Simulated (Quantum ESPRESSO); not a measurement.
The system is HgS3.

```
CELL_PARAMETERS angstrom
0.00000 3.32568 3.32568
3.32568 0.00000 3.32568
3.32568 3.32568 0.00000
ATOMIC_POSITIONS crystal
Hg 0.00000 0.00000 0.00000
S 0.75000 0.75000 0.75000
S 0.50000 0.50000 0.50000
S 0.25000 0.25000 0.25000
```

The cell was built by a generator and needn't be a form met in nature.

* Program: Quantum ESPRESSO 7.5
* Task: phonons
* Functional: PBE
* Potentials or basis: PseudoDojo 0.4.1 SR PBE standard
* Cutoff: 898 eV
* Density cutoff: 3592 eV
* k mesh: 2 × 2 × 2, shifted
* Occupations: fermi-dirac, width 0.05 eV
* Spin: no spin polarisation
* Mixing beta: 0.5
* Most SCF iterations: 120
* SCF threshold: 8e-10 Ry

The cell and the atoms were relaxed first, to 18.71 Å³/atom (a = 4.730 Å, b = 4.730 Å, c = 4.730 Å, α = 60.00°, β = 60.00°, γ = 60.00°), and the response was taken there.

Where do the zone-centre optical modes lie?

T1u at 361i cm⁻¹ (IR); T2g at 199i cm⁻¹ (Raman); T1u at 110 cm⁻¹ (IR). Imaginary frequencies mark an instability of this cell.

Optical modes at Γ, degenerate ones joined:
```
cm⁻¹  components  symmetry  active in
361i           3       T1u         IR
199i           3       T2g      Raman
 110           3       T1u         IR
```

Caveat: the k mesh is coarse (spacing up to 0.82 Å⁻¹), so the values aren't converged; the mesh is thin for the phonons of a metal; some modes are imaginary.
